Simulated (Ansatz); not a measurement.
## Worked example: C4H9Br + GeH2Br → C4H9 + GeH2Br2

Gas-phase species: C4H9Br (1-bromobutane) `CCCCBr`, singlet; GeH2Br `[GeH2][Br]`, doublet; C4H9 (1-butyl radical) `[CH2]CCC`, doublet; GeH2Br2 `[Br][GeH2][Br]`, singlet. A radical takes Br: the energy is the difference in strength between the C–Br bond broken and the Ge–Br bond made.

Shapes, held fixed at every level: PBE0-D4/def2-TZVP. Flexible molecules stand in one conformer, not always the lowest. Programs: Ansatz 0.2.0. The zero-point and thermal change to 298 K, harmonic and unscaled (PBE0-D4/def2-TZVP), is -7.0 kJ/mol.

At CCSD(T)/def2-SVP; 1 Eh = 2625.50 kJ/mol:

```
species   energy (Eh)
 C4H9Br  -2729.598588
 GeH2Br  -4648.841246
   C4H9   -157.187829
GeH2Br2  -7221.266892
```

Question: Work out ΔH(298 K) of the reaction at this level.

Answer: 
1. Products less reactants: (-157.187829) + (-7221.266892) − [(-2729.598588) + (-4648.841246)] = -0.014887 Eh = -39.1 kJ/mol.
2. With the thermal change: -39.1 + (-7.0) = -46.1 kJ/mol.

Other levels give -83.3 (HF/def2-SVP) to -41.9 kJ/mol (wB97M-V/def2-TZVPP). No measured value is set beside it here. Open shells run unrestricted. Relativity is left out for Br, Ge. Outer-core shells of Br, Ge are correlated, in sets that cover them unevenly.
